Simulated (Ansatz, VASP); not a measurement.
## One calculation of Sb, two programs

```
CELL_PARAMETERS angstrom
3.41280 0.00000 0.00000
0.00000 3.41280 0.00000
0.00000 0.00000 3.41280
ATOMIC_POSITIONS crystal
Sb 0.00000 0.00000 0.00000
```

Change from the starting cell: strain +0.080 along x and y, +0.080 along z, atoms carried along.

Alike in both runs: task single point; functional PBEsol; k mesh 16 × 16 × 16; occupations gaussian, width 0.15 eV; no spin polarisation.

```csv
,VASP,Ansatz
version,VASP 6.6.1,Ansatz 0.2.0
potentials or method,"VASP PAW PBE potentials, release 64 (Sb)","scalar-relativistic, plane waves, PAW"
plane-wave cutoff (eV),520,420
valence electrons in the cell,5,15
```

|  | VASP | Ansatz | Ansatz less VASP |
| --- | --- | --- | --- |
| gap on the k mesh at the Fermi level (eV) | none | none | - |
| pressure (GPa) | -9.7 | -9.6 | +0.02 |

A gap of «none» marks a metal or a gap that the smearing closes. The two sets of potentials don't hold the same shells in valence.

Caveats: the PAW data sets were made with another functional, which shifts forces and pressure a little (VASP). The runs have no spin-orbit coupling, so splittings on Sb are missing.
